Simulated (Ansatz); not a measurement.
**CdS: which structure wins at one pressure, part 1 of 2**

Aim: bring CdS in several structures (rocksalt, CsCl, zincblende, wurtzite, NiAs) to one pressure and rank them by enthalpy. The pressure is set by scaling the first phase. The runs shown use LAPW. Companion runs by PAW are cited.

Computed with Ansatz 0.2.0 (DFT, PBE, all-electron LAPW, scalar-relativistic, unless a step's input says otherwise).

**1. Starting point**

It takes space group Fm-3m (No. 225, cubic). Conventional cell: a = 4.880 Å, b = 4.880 Å, c = 4.880 Å, α = 90.00°, β = 90.00°, γ = 90.00°. Cd (site symmetry m-3m) is surrounded by 6 S at 2.44 Å. Around S (site symmetry m-3m) lie 6 Cd at 2.44 Å.

Structure file:

```cif
data_structure
_symmetry_space_group_name_H-M 'P 1'
_symmetry_Int_Tables_number 1
_cell_length_a 3.4505
_cell_length_b 3.4505
_cell_length_c 3.4505
_cell_angle_alpha 60.000
_cell_angle_beta 60.000
_cell_angle_gamma 60.000
_cell_volume 29.05
loop_
_atom_site_label
_atom_site_type_symbol
_atom_site_fract_x
_atom_site_fract_y
_atom_site_fract_z
_atom_site_occupancy
Cd1 Cd 0.00000 0.00000 0.00000 1
S1 S 0.50000 0.50000 0.50000 1
```

Atoms are numbered in the order of the input: Cd1, S2.

**2. Rocksalt relaxed under pressure, LAPW**

Input file input.yaml:

```yaml
crystal:
  lattice:
    - [0.0, 2.4398490424, 2.4398490424]
    - [2.4398490424, 0.0, 2.4398490424]
    - [2.4398490424, 2.4398490424, 0.0]
  atoms:
    - { symbol: Cd, position: [0.0, 0.0, 0.0] }
    - { symbol: S, position: [0.5, 0.5, 0.5] }
kpoints:
  mp_grid: { grid: [15, 15, 15] }
scf:
  occupations: { method: fermi_dirac, width: 0.08 }
hamiltonian:
  xc: pbe
  pseudopotentials: { kind: all_electron, lapw: { basis_error: 0.0005 } }
output:
  forces: true
  stress: true
  eigenvalues: true
relax:
  f_tol: 0.005
  max_steps: 12
  cell: { p_target: 59.0, stress_tol: 0.03 }
```

Command:

```sh
$ ansatz run input.yaml --threads 1 --pin off --max-ram 3584MiB --backend cpu --events-out ev --progress --plain --runs-dir out
```

What it wrote, cut to the lines that bear on the results:

```text
[...]
LAPW: plane waves up to 9.044 Å⁻¹, error target 5.0e-4 eV per atom; small_component_spin mean_spin; S in spheres of 1.034 Å, 14 of its electrons in bands, Dirac shells []; Cd in spheres of 1.333 Å, 30 of its electrons in bands, Dirac shells []
[...]
Pseudopotentials: kind: all_electron
Pseudopotential: Cd, LAPW, valence charge 30, Koelling and Harmon's equation, gaussian nucleus
Pseudopotential: S, LAPW, valence charge 14, Koelling and Harmon's equation, gaussian nucleus
Functional definition: PBE
[...]
Crystal: 2 atoms, lattice volume = 29.048 Å³
Basis set: ecut = 311.6259851248629 eV, 339 PW (Γ), exchange–correlation at level 2
Bands: 27, of which v1, the nominal top of the filled ones, is band 22 counted from 1 (21 counted from 0)
Symmetry: 48 space group operations
Space group: Fm-3m (ITA 225), of the structure as read, at distance tolerance 3.1e-5 Å
k-points: 120 of 3375
[...]
SCF iter   1: F=—  HF=-163098.113120 eV  |F-HF|=—  |Δ(HF+E_count)|=         —  Δρ=5.40e-2  dr2=1.34e0  ethr=3.05e-3  ⟨swp⟩=2.0  Hψ=20308  notcnv=0
[...]
the basis was enlarged: its passes take 265.6 KiB over the memory plan, 1 of 1 planned eigensolver slots
[...]
relax step   1: F+E_penalty+E_count = -163097.52215203 eV  Δ(F+E_penalty+E_count) = +0.000e0 eV  max|allowed force component| = 6.574e-31 eV/Å  Δτ_max = 0.0000 Å  P = +59.041 GPa  Ω = 29.048 Å³  (7 SCF iters, accepted)
[...]
relax step   3: F+E_penalty+E_count = -163097.52452604 eV  Δ(F+E_penalty+E_count) = +0.000e0 eV  max|allowed force component| = 1.078e-29 eV/Å  Δτ_max = 0.0000 Å  P = +58.974 GPa  Ω = 29.055 Å³  stress off target by 2.58e-2 GPa  SCF on the basis re-selected at this cell (its energy is not [...]
SCF converged after 2 iterations
Free energy (F): -163097.524526 eV
[...]
E sigma→0 (E₀):  -163097.523483 eV
Entropy (-TS):   -0.002085 eV (-1.043 meV/atom)
Fermi energy:    18.337092 eV
[...]
--- Forces (eV/Å), atoms counted from 1 ---
  atom   1  Cd    -0.00000000    -0.00000000     0.00000000
  atom   2  S      0.00000000    -0.00000000    -0.00000000
[...]
--- Stress (GPa, compression-positive) ---
       58.974196       0.000000      -0.000000
        0.000000      58.974196       0.000000
       -0.000000       0.000000      58.974196
  P = ⅓ Tr σ = 58.9742 GPa (589.742 kbar)
--- Band table (eV; the first three rows and the last of 120) ---
[...]
--- Relaxed structure (2 steps of the walk, 2 accepted, 1 SCFs on fresh bases) ---
  F+E_penalty+E_count = -163097.52452604 eV   max|allowed force component| = 1.078e-29 eV/Å   (the final SCF, on the basis selected at the relaxed cell)
  cell:  # Å, volume = 29.0546 Å³
    - [-6.369215041119487e-36, 2.440029499677937, 2.440029499677937]
    - [2.440029499677937, 7.961518801399359e-37, 2.440029499677937]
    - [2.440029499677937, 2.440029499677937, 1.99037970034984e-35]
  atoms:
    - { symbol: Cd, position: [-1.445369361457697e-38, 1.6059659571752186e-38, 3.37252851006796e-38] }
    - { symbol: S, position: [0.49999999999999994, 0.49999999999999994, 0.49999999999999994] }
```

It took 49 s on 1 thread of Intel Xeon at 2.60GHz (Ice Lake), shared host; peak memory 0.59 GiB.

The steps of the relaxation:

```
step  energy from step 1 (eV/cell)  largest force component (eV/Å)  pressure (GPa)  volume (Å³)
   1                        0.0000                          0.0000           59.04        29.05
   2                       -0.0024                          0.0000           58.97        29.05
   3                       -0.0024                          0.0000           58.97        29.05
```

Step 1 is the start. Step 3 repeats the geometry before on a plane-wave basis chosen anew for that cell, so the energy can jump there without any move; the table keeps such jumps.

| input's cell | before | after | change |
| --- | --- | --- | --- |
| a (Å) | 3.450 | 3.451 | +0.0 % |
| b (Å) | 3.450 | 3.451 | +0.0 % |
| c (Å) | 3.450 | 3.451 | +0.0 % |
| volume (Å³/atom) | 14.52 | 14.53 | +0.0 % |

**3. CsCl relaxed under pressure, LAPW**

Changes to input.yaml since step 2:

```diff
@@ -2,5 +2,5 @@
   lattice:
-    - [0.0, 2.4398490424, 2.4398490424]
-    - [2.4398490424, 0.0, 2.4398490424]
-    - [2.4398490424, 2.4398490424, 0.0]
+    - [3.0212883368, 0.0, 0.0]
+    - [0.0, 3.0212883368, 0.0]
+    - [0.0, 0.0, 3.0212883368]
   atoms:
@@ -9,3 +9,3 @@
 kpoints:
-  mp_grid: { grid: [15, 15, 15] }
+  mp_grid: { grid: [14, 14, 14] }
 scf:
```

Command:

```sh
$ ansatz run input.yaml --threads 1 --pin off --max-ram 3584MiB --backend cpu --events-out ev --progress --plain --runs-dir out
```

What it wrote, cut to the lines that bear on the results:

```text
[...]
LAPW: plane waves up to 8.321 Å⁻¹, error target 5.0e-4 eV per atom; small_component_spin mean_spin; S in spheres of 1.106 Å, 14 of its electrons in bands, Dirac shells []; Cd in spheres of 1.432 Å, 20 of its electrons in bands, Dirac shells []
[...]
Pseudopotentials: kind: all_electron
Pseudopotential: Cd, LAPW, valence charge 20, Koelling and Harmon's equation, gaussian nucleus
Pseudopotential: S, LAPW, valence charge 14, Koelling and Harmon's equation, gaussian nucleus
Functional definition: PBE
[...]
Crystal: 2 atoms, lattice volume = 27.579 Å³
Basis set: ecut = 263.8277332441151 eV, 257 PW (Γ), exchange–correlation at level 2
Bands: 21, of which v1, the nominal top of the filled ones, is band 17 counted from 1 (16 counted from 0)
Symmetry: 48 space group operations
Space group: Pm-3m (ITA 221), of the structure as read, at distance tolerance 3.0e-5 Å
k-points: 120 of 2744
[...]
E sigma→0 (E₀):  -163096.564919 eV
Entropy (-TS):   -0.021705 eV (-10.852 meV/atom)
Fermi energy:    19.614051 eV
[...]
--- Forces (eV/Å), atoms counted from 1 ---
  atom   1  Cd    -0.00000000     0.00000000     0.00000000
  atom   2  S     -0.00000000     0.00000000    -0.00000000
[...]
--- Stress (GPa, compression-positive) ---
       59.010074       0.000000       0.000000
        0.000000      59.010074       0.000000
        0.000000       0.000000      59.010074
  P = ⅓ Tr σ = 59.0101 GPa (590.101 kbar)
--- Band table (eV; the first three rows and the last of 120) ---
[... band rows left out ...]
[...]
--- Relaxed structure (1 steps of the walk, 1 accepted, 1 SCFs on fresh bases) ---
  F+E_penalty+E_count = -163096.57577158 eV   max|allowed force component| = 1.183e-30 eV/Å   (the final SCF, on the basis selected at the relaxed cell)
  cell:  # Å, volume = 27.5789 Å³
    - [3.0212883368, 0.0, 0.0]
    - [0.0, 3.0212883368, 0.0]
    - [0.0, 0.0, 3.0212883368]
  atoms:
    - { symbol: Cd, position: [0.0, 0.0, 0.0] }
    - { symbol: S, position: [0.5, 0.5, 0.5] }
```

Run time: 26 s. Hardware: 1 thread of Intel Xeon at 2.60GHz (Ice Lake), shared host; peak memory 0.51 GiB.

Step by step:

```
step  energy from step 1 (eV/cell)  largest force component (eV/Å)  pressure (GPa)  volume (Å³)
   1                        0.0000                          0.0000           59.01        27.58
   2                        0.0000                          0.0000           59.01        27.58
```

Step 1 is the start. Step 2 repeats the geometry before on a plane-wave basis chosen anew for that cell, so the energy can jump there without any move; the table keeps such jumps.

| input's cell | before | after | change |
| --- | --- | --- | --- |
| a (Å) | 3.021 | 3.021 | -0.0 % |
| b (Å) | 3.021 | 3.021 | -0.0 % |
| c (Å) | 3.021 | 3.021 | -0.0 % |
| volume (Å³/atom) | 13.79 | 13.79 | -0.0 % |

In short: pressure 59.01 GPa; no gap.

**4. Zincblende relaxed under pressure, LAPW**

Input file input.yaml:

```yaml
crystal:
  lattice:
    - [0.0, 2.5748059087, 2.5748059087]
    - [2.5748059087, 0.0, 2.5748059087]
    - [2.5748059087, 2.5748059087, 0.0]
  atoms:
    - { symbol: Cd, position: [0.0, 0.0, 0.0] }
    - { symbol: S, position: [0.25, 0.25, 0.25] }
kpoints:
  mp_grid: { grid: [13, 13, 13] }
scf:
  occupations: { method: fermi_dirac, width: 0.08 }
hamiltonian:
  xc: pbe
  pseudopotentials: { kind: all_electron, lapw: { basis_error: 0.0005 } }
output:
  forces: true
  stress: true
  eigenvalues: true
relax:
  f_tol: 0.005
  max_steps: 12
  cell: { p_target: 59.0, stress_tol: 0.03 }
```

Command:

```sh
$ ansatz run input.yaml --threads 1 --pin off --max-ram 3584MiB --backend cpu --events-out ev --progress --plain --runs-dir out
```

What it wrote:

```text
The last accepted step is kept in <dir> (removed where the run ends without a failure and the disk answers)
LAPW: plane waves up to 10.116 Å⁻¹, error target 5.0e-4 eV per atom; small_component_spin mean_spin; S in spheres of 0.957 Å, 14 of its electrons in bands, Dirac shells []; Cd in spheres of 1.206 Å, 30 of its electrons in bands, Dirac shells []
Engine: ansatz 0.2.0
Pseudopotentials: kind: all_electron
Pseudopotential: Cd, LAPW, valence charge 30, Koelling and Harmon's equation, gaussian nucleus
Pseudopotential: S, LAPW, valence charge 14, Koelling and Harmon's equation, gaussian nucleus
Functional definition: PBE
  parameter kappa = 0.804
  parameter beta = 0.06672455060314922
  exchange = pbe_x(kappa = kappa, mu = beta*pi^2/3)
  correlation = pbe_c(beta = beta)
Crystal: 2 atoms, lattice volume = 34.140 Å³
Basis set: ecut = 389.86790877096416 eV, 609 PW (Γ), exchange–correlation at level 2
Bands: 27, of which v1, the nominal top of the filled ones, is band 22 counted from 1 (21 counted from 0)
Symmetry: 24 space group operations
Space group: F-43m (ITA 216), of the structure as read, at distance tolerance 3.2e-5 Å
k-points: 84 of 2197 (time reversal used)
Non-local potential: Cd, projectors of the file, none
Non-local potential: S, projectors of the file, none
Initial density: superposition of atomic densities (chi_scale 0.1, normalization cell, long waves kept (reshape's long-wave potential 0.00 eV rms))
Initial wavefunctions: plane waves of lowest kinetic energy (no species holds an atomic orbital)
Functional: x = pbe(κ = 0.804, μ = 0.2195149727645171), c = pbe(β = 0.06672455060314922)
iter 1 solved again at ethr=3.56e-3 eV; its pass at ethr=1.00e-1 eV (dr2=1.57e0 eV) is discarded
SCF iter   1: F=—  HF=-163097.841608 eV  |F-HF|=—  |Δ(HF+E_count)|=         —  Δρ=5.37e-2  dr2=1.57e0  ethr=3.56e-3  ⟨swp⟩=2.0  Hψ=14662  notcnv=0
preconditioner: auto → none  [insulator: Δε(μ)=2.014 eV  Ē_g=14.746 eV  σ=0.080 eV  W_gap=1.00  n_scr=14 (ndim 8)  ℏωp=27.0 eV  f_vac=0.074  D(μ)=0.00/eV (n_scr^D=0)  ε∞_Penn≈4.3]
iter 2 solved again at ethr=6.71e-5 eV; its pass at ethr=3.56e-3 eV (dr2=2.95e-2 eV) is discarded
SCF iter   2: F=—  HF=-163097.241033 eV  |F-HF|=—  |Δ(HF+E_count)|=   6.01e-1  Δρ=1.20e-2  dr2=2.95e-2  ethr=6.71e-5  ⟨swp⟩=2.0  Hψ=11349  notcnv=0
SCF iter   3: F=—  HF=-163097.194260 eV  |F-HF|=—  |Δ(HF+E_count)|=         —  Δρ=6.78e-3  dr2=1.03e-2  ethr=6.71e-5  ⟨swp⟩=2.2  Hψ=6609  notcnv=0
the basis was enlarged: its passes take 387.5 KiB over the memory plan, 1 of 1 planned eigensolver slots
SCF iter   4: F=—  HF=-163097.193130 eV  |F-HF|=—  |Δ(HF+E_count)|=   1.13e-3  Δρ=2.50e-3  dr2=1.38e-3  ethr=2.34e-5  ⟨swp⟩=2.0  Hψ=6186  notcnv=0
SCF iter   5: F=—  HF=-163097.193326 eV  |F-HF|=—  |Δ(HF+E_count)|=   1.96e-4  Δρ=3.36e-4  dr2=2.12e-5  ethr=3.15e-6  ⟨swp⟩=2.4  Hψ=6218  notcnv=0
SCF iter   6: F=—  HF=-163097.193354 eV  |F-HF|=—  |Δ(HF+E_count)|=   2.77e-5  Δρ=4.15e-5  dr2=3.93e-7  ethr=4.81e-8  ⟨swp⟩=3.0  Hψ=6573  notcnv=0
SCF iter   7: F=-163097.193355 eV  HF=-163097.193355 eV  |F-HF|=4.10e-9  |Δ(HF+E_count)|=   8.73e-7  Δρ=3.04e-6  dr2=2.19e-9  ethr=8.93e-10  ⟨swp⟩=3.0  Hψ=6735  notcnv=0
SCF 1 converged in 7 iterations: F = -163097.193355 eV  dr2 = 2.19e-9
relax step   1: F+E_penalty+E_count = -163097.19335485 eV  Δ(F+E_penalty+E_count) = +0.000e0 eV  max|allowed force component| = 2.313e-16 eV/Å  Δτ_max = 0.0000 Å  P = +59.028 GPa  Ω = 34.140 Å³  (7 SCF iters, accepted)
Initial density: handed on by an earlier stage of this run
Initial wavefunctions: those handed on with the density
iter 1 solved again at ethr=4.97e-12 eV; its pass at ethr=1.00e-1 eV (dr2=2.19e-9 eV) is discarded
SCF iter   1: F=—  HF=-163097.193355 eV  |F-HF|=—  |Δ(HF+E_count)|=         —  Δρ=3.04e-6  dr2=2.19e-9  ethr=7.08e-12 (applied; sched 4.97e-12)  ⟨swp⟩=6.6  Hψ=11865  notcnv=0
preconditioner: auto → none  [insulator: Δε(μ)=1.742 eV  Ē_g=15.246 eV  σ=0.080 eV  W_gap=1.00  n_scr=14 (ndim 8)  ℏωp=27.0 eV  f_vac=0.145  D(μ)=0.00/eV (n_scr^D=0)  ε∞_Penn≈4.1]
SCF iter   2: F=-163097.193355 eV  HF=-163097.193355 eV  |F-HF|=1.69e-9  |Δ(HF+E_count)|=   1.56e-7  Δρ=1.72e-6  dr2=7.56e-10  ethr=6.92e-12 (applied; sched 4.97e-12)  ⟨swp⟩=3.0  Hψ=6702  notcnv=0
SCF 2 converged in 2 iterations: F = -163097.193355 eV  dr2 = 7.56e-10
relax step   2: F+E_penalty+E_count = -163097.19335485 eV  Δ(F+E_penalty+E_count) = -7.858e-10 eV  max|allowed force component| = 2.313e-16 eV/Å  Δτ_max = 0.0000 Å  P = +59.028 GPa  Ω = 34.140 Å³  stress off target by 2.82e-2 GPa  SCF on the basis re-selected at this cell (its energy is not comparable with the rows above)  (2 SCF iters)
basis re-selected at this cell: Δ(F+E_penalty+E_count) = -7.858e-10 eV, ΔP = +0.000 GPa vs the last step (what re-selecting the basis moved, after the strain that the cell walked since its last selection, with what the two solves' SCF thresholds leave and, on support functions, any second-order correction that the steps lacked; it is no measure of the basis error at this ecutwfc). This SCF's stress stands 2.82e-2 GPa from its target on what of the cell is left free (relax.cell.stress_tol is 3.00e-2 GPa) and its largest allowed force component is 2.31e-16 eV/Å (relax.f_tol is 5.00e-3 eV/Å): within both
SCF converged after 2 iterations
Free energy (F): -163097.193355 eV
Harris-Foulkes:  -163097.193355 eV  (|F-HF|=1.69e-9)
Internal energy: -163097.193355 eV  (E = F + TS)
E sigma→0 (E₀):  -163097.193355 eV
Entropy (-TS):   -0.000000 eV (-0.000 meV/atom)
Fermi energy:    15.767172 eV
--- Per-component energies (eV) ---
  E_band       = -5293.062460
  E_kinetic    = 170422.350140
  E_xc         = -4914.321717
  E_electrostatic = -328605.221777  (all electrons and nuclei)
  E_smearing   = -0.000000  (= −TS)
  E_closure    = 0.000000  (closes the sum)
  E_atoms      = -163093.279048  (free atoms, spherical and without spin; not in F)
  Σ components = -163097.193355   (vs F -163097.193355, Δ=0.00e0)
  Basis errors (estimates in eV, not in F): energy 2.2e-4 per atom: plane waves 2.0e-4 (1.2e-4 summed), levels above the bands 3.0e-54, relativity 2.2e-8, radial functions 2.1e-5, core shells 4.5e-7; eigenvalues (radial functions only) 2.7e-7; not estimated: angular momenta, meshes, grids; target (lapw.basis_error) 5.0e-4; muffin-tin radii S 0.957 Å, Cd 1.206 Å
--- Forces (eV/Å), atoms counted from 1 ---
  atom   1  Cd    -0.00000000     0.00000000     0.00000000
  atom   2  S      0.00000000    -0.00000000     0.00000000
  max |Σ_I F_I| component: 9.25e-17 eV/Å
--- Stress (GPa, compression-positive) ---
       59.028167      -0.000000      -0.000000
       -0.000000      59.028167       0.000000
       -0.000000       0.000000      59.028167
  P = ⅓ Tr σ = 59.0282 GPa (590.282 kbar)
--- Band table (eV; the first three rows and the last of 84) ---
  k-point 0: bands = ["-375.2587", "-375.2587", "-375.2579", "-375.2579", "-375.2579", "-190.7075", "-135.4567", "-135.4567", "-135.4567", "-88.0061", "-49.0955", "-49.0955", "-49.0955", "-0.7148", "4.6945", "4.6945", "4.6945", "5.8638", "5.8638", "14.8000", "14.8000", "14.8000", "16.5420", "20.8035", "20.8035", "20.8035", "26.4713"]
  k-point 1: bands = ["-375.2587", "-375.2587", "-375.2579", "-375.2579", "-375.2579", "-190.7075", "-135.4566", "-135.4566", "-135.4566", "-88.0061", "-49.0958", "-49.0956", "-49.0956", "-0.6651", "4.7119", "4.7148", "4.7148", "5.8611", "5.8611", "14.1856", "14.7024", "14.7024", "16.9691", "20.7435", "20.9332", "20.9332", "26.0794"]
  k-point 2: bands = ["-375.2587", "-375.2587", "-375.2579", "-375.2579", "-375.2579", "-190.7075", "-135.4566", "-135.4566", "-135.4566", "-88.0061", "-49.0967", "-49.0957", "-49.0957", "-0.5265", "4.7691", "4.7691", "4.7800", "5.8579", "5.8579", "12.9824", "14.4450", "14.4450", "17.6022", "20.7192", "21.2402", "21.2402", "25.5321"]
  k-point 83: bands = ["-375.2587", "-375.2587", "-375.2579", "-375.2579", "-375.2579", "-190.7075", "-135.4567", "-135.4567", "-135.4566", "-88.0058", "-49.0998", "-49.0988", "-49.0976", "0.4097", "5.0868", "5.3025", "5.7375", "5.8429", "7.3278", "8.6754", "10.2926", "11.1422", "19.8123", "21.3740", "21.9310", "23.0564", "27.7703"]
--- Relaxed structure (1 steps of the walk, 1 accepted, 1 SCFs on fresh bases) ---
  F+E_penalty+E_count = -163097.19335485 eV   max|allowed force component| = 2.313e-16 eV/Å   (the final SCF, on the basis selected at the relaxed cell)
  cell:  # Å, volume = 34.1400 Å³
    - [0.0, 2.5748059087, 2.5748059087]
    - [2.5748059087, 0.0, 2.5748059087]
    - [2.5748059087, 2.5748059087, 0.0]
  atoms:
    - { symbol: Cd, position: [0.0, 0.0, 0.0] }
    - { symbol: S, position: [0.24999999999999997, 0.24999999999999997, 0.24999999999999997] }
```

It took 48 s on 1 thread of Intel Xeon at 2.60GHz (Ice Lake), shared host; peak memory 0.51 GiB.

The steps of the relaxation:

```
step  energy from step 1 (eV/cell)  largest force component (eV/Å)  pressure (GPa)  volume (Å³)
   1                        0.0000                          0.0000           59.03        34.14
   2                        0.0000                          0.0000           59.03        34.14
```

Step 1 is the start. Step 2 repeats the geometry before on a plane-wave basis chosen anew for that cell, so the energy can jump there without any move; the table keeps such jumps.

| input's cell | before | after | change |
| --- | --- | --- | --- |
| a (Å) | 3.641 | 3.641 | -0.0 % |
| b (Å) | 3.641 | 3.641 | -0.0 % |
| c (Å) | 3.641 | 3.641 | -0.0 % |
| volume (Å³/atom) | 17.07 | 17.07 | -0.0 % |

Read from it: pressure 59.03 GPa; gap on the k mesh 1.74 eV (an odd mesh misses the zone boundary).

(Continued in part 2 of 2.)
